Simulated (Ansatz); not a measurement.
Relax this structure to zero stress and force, keeping its symmetry:

```cif
data_structure
_symmetry_space_group_name_H-M 'P2_1/m'
_symmetry_Int_Tables_number 11
_cell_length_a 6.3616
_cell_length_b 3.4804
_cell_length_c 36.1760
_cell_angle_alpha 90.000
_cell_angle_beta 90.136
_cell_angle_gamma 90.000
_cell_volume 800.97
loop_
_atom_site_label
_atom_site_type_symbol
_atom_site_symmetry_multiplicity
_atom_site_Wyckoff_symbol
_atom_site_fract_x
_atom_site_fract_y
_atom_site_fract_z
_atom_site_occupancy
Te1 Te 2 e 0.07915 0.75000 0.44347 1
Te2 Te 2 e 0.57075 0.25000 0.45930 1
Mo1 Mo 2 e 0.81865 0.75000 0.50253 1
```

Computed with DFT PBE, scalar-relativistic, plane waves, PAW (Ansatz).

Plane waves to 420 eV, a k mesh through Γ of 6×10×1 on the computed 6-atom cell and Gaussian smearing (0.10 eV); no spin polarisation.

Problem. What does it relax to?

Solution. The volume drops by 0.38 Å³/atom to 133.12 Å³/atom, and the energy falls by 1.2 meV/atom. Final structure:
```cif
data_structure
_symmetry_space_group_name_H-M 'P2_1/m'
_symmetry_Int_Tables_number 11
_cell_length_a 6.3679
_cell_length_b 3.4676
_cell_length_c 36.1718
_cell_angle_alpha 90.000
_cell_angle_beta 90.088
_cell_angle_gamma 90.000
_cell_volume 798.72
loop_
_atom_site_label
_atom_site_type_symbol
_atom_site_symmetry_multiplicity
_atom_site_Wyckoff_symbol
_atom_site_fract_x
_atom_site_fract_y
_atom_site_fract_z
_atom_site_occupancy
Te1 Te 2 e 0.07758 0.75000 0.44280 1
Te2 Te 2 e 0.56971 0.25000 0.45911 1
Mo1 Mo 2 e 0.81932 0.75000 0.50270 1
```

 The cell holds layers, and where no dispersion correction was added their binding is poorly described.